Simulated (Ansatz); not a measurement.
# BeTe: two-dimensional strain map

All numbers below come from Ansatz 0.2.0, DFT LDA, scalar-relativistic, plane waves, PAW. Cutoff 420 eV, Γ-centred 8×8×8 k-points, Gaussian smearing of 0.05 eV. No spin polarisation. Energies are free energies at this smearing, counted from the undisturbed cell; pressure is positive in compression.

The undisturbed cell (as given, not relaxed at this level; it stands at 0.5 GPa):

```xyz
2
Lattice="0.0000 2.7700 2.7700 2.7700 0.0000 2.7700 2.7700 2.7700 0.0000" Properties=species:S:1:pos:R:3 pbc="T T T"
Be    0.0000    0.0000    0.0000
Te    4.1550    4.1550    4.1550
```

The cell is strained by p along both x and y and by q along z, fractional coordinates fixed. Points are written (p, q).

p was sampled at -0.080, -0.040, 0.000, 0.040, 0.080 and q at -0.080, -0.040, 0.000, 0.040, 0.080.

Where on the computed points is the energy highest, and how high?

At (-0.080, -0.080): 336.2 meV/atom.

Away from (0, 0), which computed point is lowest?

(0.000, 0.040): 8.4 meV/atom.

The map, in meV/atom:

| p \ q | -0.080 | -0.040 | 0.000 | 0.040 | 0.080 |
| --- | --- | --- | --- | --- | --- |
| -0.080 | 336.2 | 232.8 | 166.3 | 133.0 | 129.1 |
| -0.040 | 147.0 | 78.7 | 40.8 | 30.5 | 45.0 |
| 0.000 | 54.1 | 14.5 | 0.0 | 8.4 | 37.5 |
| 0.040 | 36.0 | 19.8 | 24.2 | 47.5 | 88.1 |
| 0.080 | 76.1 | 78.6 | 98.0 | 133.1 | 182.5 |